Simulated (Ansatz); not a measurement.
# CdS (F-43m): dielectric-dependent hybrid calculation

Program: the Python package of Ansatz 0.2.0. The levels of theory stand in the script. These are calculated values, not measurements.

## (1) The structure

Symmetry: F-43m, No. 216, cubic system. The conventional cell has a = 5.833 Å, b = 5.833 Å, c = 5.833 Å, α = 90.00°, β = 90.00°, γ = 90.00°. Cd (site symmetry -43m) is surrounded by 4 S at 2.53 Å. S (site symmetry -43m) has 4 Cd at 2.53 Å as nearest neighbours.

No structure file is read: the coordinates are typed or built in the script.

## (2) The code

Input file cds_ddh.py:

```python
"""Dielectric-dependent hybrid for CdS."""

import ansatz as az
import numpy as np


def count_gap(report):
    # lowest empty less highest filled band, counting bands; zero where they overlap
    return max(report.get("gap_by_band_count_ev") or 0.0, 0.0)

xtal = (
    az.Lattice.fcc(5.833)
    .space_group(216)
    .atom("Cd", [0.0, 0.0, 0.0])
    .atom("S", [0.25, 0.25, 0.75])
    .primitive()
)

base = xtal.calculation().accuracy("high").kpoints(4, 4, 4, shift=0.5).occupations("fixed").band_table()
semilocal = base.functional("pbesol").run().report
hybrid = base.functional(exchange="pbesol", correlation="pbesol", exact_fraction="inverse_dielectric").run().report
alpha = hybrid["hybrid"]["exact_exchange_fraction"]
print(f"fraction of exact exchange {alpha:.4f}, so eps_inf = {1 / alpha:.2f} on this mesh")
print(f"gap by band count: {count_gap(semilocal):.3f} eV semilocal, {count_gap(hybrid):.3f} eV hybrid")
```

## (3) The calls as engine input

The engine receives this input (first run):

```yaml
crystal:
  lattice:
    bravais: fcc
    a: 5.833
  space_group: 216
  atoms:
    - { symbol: Cd, position: [0.0, 0.0, 0.0] }
    - { symbol: S, position: [0.25, 0.25, 0.75] }
  reduce_to_primitive: true
accuracy: high
kpoints:
  mp_grid:
    grid: [4, 4, 4]
    shift: [0.5, 0.5, 0.5]
hamiltonian:
  xc: pbesol
scf:
  occupations:
    method: fixed
output:
  eigenvalues: true
```

## (4) The run

On the command line:

```
> python cds_ddh.py
```

What time and memory should one allow on 1 thread of AMD EPYC 7R43 (Zen 3), shared host?

About 30 s, with a peak of 0.87 GiB.
